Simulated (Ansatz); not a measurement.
Runs of Ansatz 0.2.0 on Pd. The structure is cubic, space group Im-3m (No. 229). The conventional cell has a = 3.145 Å, b = 3.145 Å, c = 3.145 Å, α = 90.00°, β = 90.00°, γ = 90.00°. Pd (site symmetry m-3m) is surrounded by 8 Pd at 2.72 Å. This isn't the form of Pd at room conditions, which is fcc.

| task | level | cell | k mesh | smearing | gap on the mesh (eV) | pressure (GPa) | relaxed volume (Å³/atom) |
| --- | --- | --- | --- | --- | --- | --- | --- |
| single point | PBE | as given | 12 × 12 × 12 | gaussian 0.028 eV | none | -1.2 | - |
| relaxation of cell and atoms | revPBE+D4 | relaxed | 12 × 12 × 12 | fermi-dirac 0.05 eV | none | 0.0 | 15.00 |
| relaxation of cell and atoms | BLYP+D3(BJ) | relaxed | 12 × 12 × 12 | fermi-dirac 0.05 eV | none | 0.0 | 14.91 |
| phonons | LDA | as given | 9 × 9 × 9 | fermi-dirac 0.05 eV | none | - | - |
| single point | PBE | as given | 12 × 12 × 12 | gaussian 0.027 eV | none | -1.2 | - |
| phonons | PBE | as given | 9 × 9 × 9 | fermi-dirac 0.05 eV | none | - | - |
| relaxation of cell and atoms | BLYP+D4 | relaxed | 12 × 12 × 12 | fermi-dirac 0.05 eV | none | 0.0 | (a) |
| relaxation of cell and atoms | revPBE+D3(BJ) | relaxed | 12 × 12 × 12 | fermi-dirac 0.05 eV | none | 0.0 | 14.54 |

Alike in all rows: potentials or basis Ansatz PAW; no spin polarisation; cutoff (eV) 420.

Question: Estimate the missing entries.

Answer: (a) 15.51.

Caveats: the PAW data sets come from PBE, with cores solved anew for the run's functional, which leaves a small shift of forces and pressure (some runs); the plane-wave basis is chosen anew once the cell has moved, so the energies of steps on either side of that aren't comparable (some runs); pairwise dispersion overbinds metals, which lowers pressure and volume (some runs).

A k mesh can miss the band edges, and the runs leave out spin-orbit coupling on Pd.

A gap of «none» marks a metal or a gap under the smearing width.
